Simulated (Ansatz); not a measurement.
Nb: experiment and calculation

**Experimental background.**

“On the preparation and electronic properties of clean superconducting Nb(110) surfaces”, 2019, arxiv:1906.07796 quotes, for a bulk crystal of Nb: lattice constant a 3.296 Å.

“Pressure effects on the electronic structure and superconductivity of (TaNb)0.67(HfZrTi)0.33 high entropy alloy”, 2019, arxiv:1910.08312 quotes, for a bulk crystal of Nb: bulk modulus 169 GPa.

The results are compared with them further down.

Level of theory: Ansatz, DFT PBE, scalar-relativistic, plane waves, PAW.

Settings: cutoff 420 eV, Γ-centred mesh 18×18×18 on the computed 1-atom cell, Gaussian smearing of 0.10 eV; no spin polarisation.

Relaxed structure, symmetry kept:

```cif
data_structure
_symmetry_space_group_name_H-M 'Im-3m'
_symmetry_Int_Tables_number 229
_cell_length_a 3.3111
_cell_length_b 3.3111
_cell_length_c 3.3111
_cell_angle_alpha 90.000
_cell_angle_beta 90.000
_cell_angle_gamma 90.000
_cell_volume 36.30
loop_
_atom_site_label
_atom_site_type_symbol
_atom_site_symmetry_multiplicity
_atom_site_Wyckoff_symbol
_atom_site_fract_x
_atom_site_fract_y
_atom_site_fract_z
_atom_site_occupancy
Nb1 Nb 2 a 0.00000 0.00000 0.00000 1
```

```
Space group                                                       : Im-3m (No. 229)
Volume per atom                                                   : 122.5 bohr³
Formation energy from the elements' standard states (uncorrected) : +0.002 eV/atom
Kohn–Sham band gap                                                : none (metal)
Density of states at the Fermi level                              : 1.49 states/eV per cell
Löwdin character within 0.5 eV of the Fermi level                 : Nb 4d 86 %, Nb 5s 9 %
Bulk modulus                                                      : 168 GPa
Its pressure derivative                                           : 3.5
Bader charges (e)                                                 : Nb (1 in the cell) 0.00
```

Measured lattice constant a of Nb: 3.296 Å (quoted in the paper above). This calculation gives 3.311 Å (+0.5 %). The calculation is for 0 K without zero-point motion. A measured bulk modulus of Nb is 169 GPa (quoted in the paper above); the calculated 168 GPa misses it by -0.5 %.